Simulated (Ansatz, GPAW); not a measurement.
# Geometry or basis: what sets the conductance of azulenedithiol between two Al chains, part 2 of 4

How well does azulenedithiol between two Al chains conduct once its atoms have relaxed, and how much do cheaper levels lose?

GPAW 26.7.0 and Ansatz 0.2.0; Ansatz plane waves; relaxation of the junction with the lead ends held; PAW set soft_1 (the session's first sound run).

So far. Step 2 (Relaxation): The relaxation lowered the energy of the cell by 1.91 eV.

### Step 3. Plane-wave reference (PBE)

Plane waves give the reference curve, free of the bias of atom-centred orbitals.

This step: Ansatz plane waves; Landauer transmission by layers, zero bias; PAW set soft_1 (Ansatz 0.2.0).

File input.yaml:

```yaml
crystal:
  lattice:
    - [15.7929843069, 0.0, 0.0]
    - [0.0, 9.0, 0.0]
    - [0.0, 0.0, 41.5356031808]
  atoms:
    - { symbol: Al, position: [0.5, 0.5, 0.0288908769] }
    - { symbol: Al, position: [0.5, 0.5, 0.0866726308] }
    - { symbol: Al, position: [0.5, 0.5, 0.1444543847] }
    - { symbol: Al, position: [0.5, 0.5, 0.2022361386] }
    - { symbol: Al, position: [0.5, 0.5, 0.2600178924] }
    - { symbol: Al, position: [0.3884220331, 0.5083276223, 0.3046774314] }
    - { symbol: Al, position: [0.4106552525, 0.5053840968, 0.367398897] }
    - { symbol: S, position: [0.2863056429, 0.5072769968, 0.393160598] }
    - { symbol: C, position: [0.3006783652, 0.5048435521, 0.4351423056] }
    - { symbol: H, position: [0.1641168191, 0.4998823613, 0.4485601373] }
    - { symbol: H, position: [0.4403833584, 0.5086675333, 0.4442619954] }
    - { symbol: C, position: [0.2300587211, 0.5014797587, 0.456033275] }
    - { symbol: C, position: [0.3760450027, 0.50603195, 0.4536269009] }
    - { symbol: C, position: [0.2596895599, 0.500734362, 0.4878549759] }
    - { symbol: C, position: [0.3537203862, 0.5038305787, 0.4863587625] }
    - { symbol: H, position: [0.4767200218, 0.5068752542, 0.5062822973] }
    - { symbol: H, position: [0.1410188064, 0.4960982255, 0.5110390015] }
    - { symbol: C, position: [0.2093038671, 0.4980135751, 0.5154734879] }
    - { symbol: C, position: [0.4094298362, 0.5047619346, 0.5125796412] }
    - { symbol: C, position: [0.3925177752, 0.503766133, 0.5455174112] }
    - { symbol: C, position: [0.2326448179, 0.4979621693, 0.5478092739] }
    - { symbol: C, position: [0.3140940326, 0.5007536311, 0.5616882388] }
    - { symbol: H, position: [0.1803936883, 0.4956715732, 0.5650024001] }
    - { symbol: H, position: [0.4486544999, 0.5058617057, 0.5609869164] }
    - { symbol: S, position: [0.309600673, 0.5020033832, 0.6046994564] }
    - { symbol: Al, position: [0.438168403, 0.4868239785, 0.6277517728] }
    - { symbol: Al, position: [0.4049764124, 0.4954992824, 0.6898335052] }
    - { symbol: Al, position: [0.5, 0.5, 0.7399821076] }
    - { symbol: Al, position: [0.5, 0.5, 0.7977638614] }
    - { symbol: Al, position: [0.5, 0.5, 0.8555456153] }
    - { symbol: Al, position: [0.5, 0.5, 0.9133273692] }
    - { symbol: Al, position: [0.5, 0.5, 0.9711091231] }
kpoints:
  mp_grid: { grid: [1, 1, 2] }
hamiltonian:
  xc: pbe
  pseudopotentials: { kind: paw, azcp: { folder: soft_1 } }
scf:
  occupations: { method: fermi_dirac, width: 0.1 }
output:
  transmission:
    leads: [[0, 1]]
    e_range: [-2, 2]
    de: 0.025
    kmesh: [1, 1]
    reduced_basis: true
  write_potential: true
  write_density: true
  volumetric_format: npy
```

Launch:

```bash
ansatz run input.yaml --threads 4 --pin off --max-ram 8192MiB --backend cpu --events-out ev --progress --plain --runs-dir out
```

Numbers of over 12 decimals in the logs are rounded to 6 here.

The log of the run:

```text
[...]
Crystal: 32 atoms, lattice volume = 5903.740 Å³
Basis set: ecut = 420 eV, 115329 PW (Γ)
Bands: 82, of which v1, the nominal top of the filled ones, is band 50 counted from 1 (49 counted from 0)
Symmetry: 1 space group operations
[...]
k-points: 2
[...]
SCF iter   1: F=—  HF=-11926.772492 eV  |F-HF|=—  |Δ(HF+E_count)|=         —  Δρ=2.55e-2  dr2=1.48e2  ethr=3.10e-3  ⟨swp⟩=13.5  Hψ=1271  notcnv=0  defer=2
[...]
SCF iter  18: F=-11907.457928 eV  HF=-11907.457928 eV  |F-HF|=1.53e-7  |Δ(HF+E_count)|=   1.83e-7  Δρ=8.70e-7  dr2=8.94e-8  ethr=1.00e-10  ⟨swp⟩=47.5  Hψ=1485  notcnv=0
SCF 1 converged in 18 iterations: F = -11907.457928 eV  dr2 = 8.94e-8
[...]
transmission: 6 of 52 steps passed
transmission: 11 of 52 steps passed
[...]
transmission: 52 of 52 steps passed
WARN: The output density's exchange-correlation potential varies sharply where the density is thin. Do not read a vacuum level from v_tot or v_xc, or from such a field of the output density. On a cell that repeats whose density bears no net charge and no dipole along the vacuum's axis use v_es (v_loc + v_h of the components); under efield.dipole_correction with no amplitude use v_es + v_field, which holds any externa [...]
SCF converged after 18 iterations
Free energy (F): -11907.457928 eV
[...]
Internal energy: -11906.822139 eV  (E = F + TS)
E sigma→0 (E₀):  -11907.140033 eV
Entropy (-TS):   -0.635789 eV (-19.868 meV/atom)
Fermi energy:    -3.460363 eV
[...]
--- Band table (eV) ---
  k-point 0: bands = [... 46 lower, -3.7980, -3.6824, -3.6407, -3.5039, -3.4401, -3.3001, -3.2052, -2.9875, ... 28 higher]
  k-point 1: bands = [... 46 lower, -3.7979, -3.6769, -3.6413, -3.5171, -3.4387, -3.2763, -3.2074, -3.0293, ... 28 higher]
--- Transmission ---
  basis      : 1243 plane waves across, 52 finite elements along
  points     : 1, standing for a mesh of 1 x 1
  filling    : by the input's occupations and mesh, since the crystals that have channels conduct as metals do. If one of these is a semiconductor, that mesh has misplaced its level
  energies   : 161 from -2.000000 to 2.000000 eV about the Fermi level, 0.025000 eV apart; the leads are filled to 0.000000 eV, and channels, transmission and decay are at 0.000000 eV
  crystal 0  : Al1, at the sites [0, 1], period 2.4000 Å, over 24.00 Å; its Hamiltonian steps by up to 4.0 meV
    offset         : up to 0.0000 Å between an atom of the period and one for which it stands
    filled         : 10.2 meV over the level at which it is neutral
    channels       : 2.000000e0 a spin
    conductance    : 1.0902e14 S/m² at 300 K; may be off by some 0.0 % by where its bands' edges are placed, 0.0 % from the distance to neutral
  junction   : crystal 0 to crystal 0, 0.70 to 39.83 Å
    transmission   : 1.432337e-2 a spin
    conductance    : 7.7504e11 S/m² at 300 K (7.7508e11 on every other energy)
    error estimate : 0.0 % from the energy spacing and 0.0 % from band edges of the leads and from resonances (wavevectors taken as independent; lower de), 2.5 % from the steps of its leads' Hamiltonians or their offsets (lay more layers), 3.3 % from the distance to neutral
    resistance     : 1.2811e0 Ω µm² beyond half of each lead's own
```

The job ended after 2.7 h (4 threads of Arm Neoverse V2, shared host; peak memory 6.6 GiB).

In the SCF lines HF is the Harris–Foulkes energy and dr2 the Hartree energy of the density residual, in eV; the loop may stop once dr2 is under the threshold and the program's other checks hold. Hψ counts applications of the Hamiltonian.

This step gave:

- free energy: -11907.4579 eV
- lead level: 0 eV from the Fermi level
- transmission at the Fermi level (one spin): 0.01432
- open channels of the lead at the Fermi level (one spin): 2
- step of the potential along the lead: 4 meV
- offset of the lead: 0 Å
- filling of the lead less its bulk value, in size: 10.2 meV
- conductance: 0.01422 G₀

One spin. Transmission, zone mean against energy, zero at the Fermi level:

```
energy (eV)  transmission, zone mean
     -2.000                  0.00228
     -1.900                  0.00290
     -1.800                  0.00405
     -1.700                  0.00609
     -1.600                  0.00864
     -1.500                  0.00760
     -1.400                  0.00240
     -1.300                   2.4e-4
     -1.200                        0
     -1.100                        0
     -1.000                        0
     -0.900                        0
     -0.800                        0
     -0.700                        0
     -0.600                        0
     -0.500                        0
     -0.400                        0
     -0.300                  0.00110
     -0.200                  0.00416
     -0.100                  0.00930
      0.000                   0.0143
      0.100                   0.0184
      0.200                   0.0231
      0.300                   0.0301
      0.400                   0.0412
      0.500                   0.0577
      0.600                   0.0808
      0.700                    0.111
      0.800                    0.149
      0.900                    0.198
      1.000                    0.270
      1.100                    0.387
      1.200                    0.585
      1.300                    0.845
      1.350                    0.914
      1.400                    0.877
      1.500                    0.605
      1.600                    0.384
      1.700                    0.280
      1.800                    0.263
      1.900                    0.377
      2.000                    0.892
```

One spin. Table of open channels, zone mean by energy, zero at the Fermi level:

```
energy (eV)  open channels, zone mean
     -2.000                         1
     -1.900                         1
     -1.800                         1
     -1.700                         1
     -1.600                         1
     -1.500                         1
     -1.400                         1
     -1.300                         1
     -1.200                         0
     -1.100                         0
     -1.000                         0
     -0.900                         0
     -0.800                         0
     -0.700                         0
     -0.600                         0
     -0.500                         0
     -0.400                         0
     -0.300                         2
     -0.200                         2
     -0.100                         2
      0.000                         2
      0.100                         2
      0.200                         2
      0.300                         2
      0.400                         2
      0.500                         2
      0.600                         2
      0.700                         2
      0.800                         2
      0.900                         2
      1.000                         3
      1.100                         3
      1.200                         3
      1.300                         3
      1.400                         3
      1.500                         3
      1.600                         3
      1.700                         3
      1.800                         3
      1.900                         3
      2.000                         3
```

Crystal 0, spin -, k parallel (0, 0); distinct values, listed up to 1.5 1/Å. The Im kz of the slowest decaying states by energy, zero at the Fermi level:

```
energy (eV)  decay 1 (Å⁻¹)  decay 2 (Å⁻¹)  decay 3 (Å⁻¹)  decay 4 (Å⁻¹)
     -2.000          0.671          0.674           1.17           1.26
     -1.800          0.628          0.631           1.15           1.24
     -1.600          0.581          0.584           1.12           1.22
     -1.400          0.531          0.534           1.10           1.20
     -1.200         0.0338          0.475          0.478           1.08
     -1.000         0.0781          0.411          0.416           1.05
     -0.800         0.0993          0.336          0.341           1.03
     -0.600          0.112          0.238          0.245           1.00
     -0.400         0.0203         0.0622          0.119          0.974
     -0.200          0.121          0.947           1.06           1.08
      0.000          0.119          0.919           1.04           1.06
      0.200          0.113          0.890           1.01           1.03
      0.400          0.102          0.860          0.984           1.01
      0.600         0.0842          0.829          0.957          0.982
      0.800         0.0544          0.796          0.929          0.954
      1.000          0.763          0.900          0.926          0.971
      1.200          0.727          0.870          0.897          0.943
      1.400          0.690          0.840          0.867          0.915
      1.600          0.650          0.808          0.836          0.886
      1.800          0.608          0.774          0.804          0.855
      2.000          0.563          0.740          0.770          0.824
```

Crystal 0, spin -, k parallel (0, 0). Table of Re kz of states that move upwards by energy, zero at the Fermi level:

```
energy (eV)  channel 1 (Å⁻¹)  channel 2 (Å⁻¹)  channel 3 (Å⁻¹)
     -2.000             1.13                -                -
     -1.800             1.16                -                -
     -1.600             1.20                -                -
     -1.400             1.24                -                -
     -1.200                -                -                -
     -1.000                -                -                -
     -0.800                -                -                -
     -0.600                -                -                -
     -0.400                -                -                -
     -0.200            0.229            0.236                -
      0.000            0.330            0.335                -
      0.200            0.406            0.410                -
      0.400            0.470            0.474                -
      0.600            0.527            0.530                -
      0.800            0.578            0.581                -
      1.000            -1.26            0.625            0.627
      1.200            -1.22            0.668            0.671
      1.400            -1.19            0.709            0.711
      1.600            -1.16            0.748            0.750
      1.800            -1.14            0.785            0.787
      2.000            -1.11            0.820            0.822
```

The electrostatic potential energy of an electron (with the applied field's), less the Fermi level, planar mean oscillates, so the rows of the table below give means over windows of 2.31 Å about each position, cut where the curve ends. Its first 14 maxima inside the range that stand out by 2 % of the span (Å: eV): 2.5: 4.01, 4.8: 4.01, 7.2: 4.01, 9.5: 3.99, 11.7: 3.66, 14.0: 4.04, 17.3: 4.03, 19.6: 3.78, 20.8: 3.28, 22.1: 3.71, 24.1: 3.93, 27.4: 4.02, 29.7: 3.78, 32.0: 3.98. Its first 14 minima: 1.4: 3.64, 3.3: 3.63, 5.8: 3.64, 8.1: 3.63, 11.2: 3.54, 12.3: 3.55, 16.0: 3.23, 18.7: 2.90, 20.3: 3.06, 21.2: 2.80, 22.9: 2.83, 25.4: 3.14, 29.0: 3.55, 30.4: 3.56.

The electrostatic potential energy of an electron (with the applied field's), less the Fermi level, planar mean by z; means over each step:

```
z (Å)  electrostatic potential energy of an electron (with the applied field's), less the Fermi level, planar mean (eV)
 1.16                                                                                                              3.77
 3.46                                                                                                              3.77
 5.77                                                                                                              3.77
 8.08                                                                                                              3.77
10.39                                                                                                              3.72
12.70                                                                                                              3.68
15.01                                                                                                              3.66
17.32                                                                                                              3.61
19.63                                                                                                              3.27
21.94                                                                                                              3.15
24.25                                                                                                              3.46
26.56                                                                                                              3.69
28.87                                                                                                              3.66
31.18                                                                                                              3.72
33.49                                                                                                              3.77
35.80                                                                                                              3.77
38.11                                                                                                              3.77
40.42                                                                                                              3.75
```

The valence density, planar mean oscillates, so the rows of the table below give means over windows of 1 Å about each position, cut where the curve ends. Its first 14 maxima inside the range that stand out by 2 % of the span (Å: e/Å³): 2.3: 0.0100, 4.8: 0.0100, 7.1: 0.0100, 9.4: 0.0101, 11.7: 0.0130, 16.2: 0.0334, 18.6: 0.0685, 21.1: 0.0643, 23.1: 0.0685, 25.4: 0.0345, 29.7: 0.0115, 32.2: 0.0101, 34.5: 0.0100, 36.8: 0.0100. Its first 14 minima: 1.2: 0.00718, 3.6: 0.00717, 5.9: 0.00721, 8.4: 0.00727, 10.5: 0.00805, 14.0: 0.00781, 17.3: 0.0164, 19.6: 0.0399, 22.1: 0.0403, 24.2: 0.0179, 28.4: 0.00778, 30.9: 0.00770, 33.2: 0.00728, 35.6: 0.00721.

Valence density, planar mean against z; means over each step:

```
z (Å)  valence density, planar mean (e/Å³)
    0                              0.00985
    1                              0.00785
    2                              0.00936
    3                              0.00880
    4                              0.00831
    5                              0.00967
    6                              0.00769
    7                              0.00975
    8                              0.00822
    9                              0.00904
   10                              0.00926
   11                              0.00968
   12                               0.0118
   13                              0.00840
   14                              0.00808
   15                               0.0116
   16                               0.0295
   17                               0.0210
   18                               0.0381
   19                               0.0548
   20                               0.0457
   21                               0.0592
   22                               0.0446
   23                               0.0600
   24                               0.0248
   25                               0.0298
   26                               0.0196
   27                              0.00870
   28                              0.00816
   29                              0.00934
   30                               0.0106
   31                              0.00826
   32                              0.00982
   33                              0.00791
   34                              0.00941
   35                              0.00874
   36                              0.00840
   37                              0.00963
   38                              0.00767
   39                              0.00979
   40                              0.00813
   41                              0.00888
```

T at the Fermi level is 0.0143 of 2 open channels a spin.

[end of part 2 of 4]

[Logs are printed without paths, hosts, clocks, repeated set-up lines and the standing remarks that a program may print on its own settings, such as how far it seeks lower states.]

[Hosts, paths, dates, database ids (printed as entryN), source tags and the programs' standing remarks are cut or masked in the printed files.]
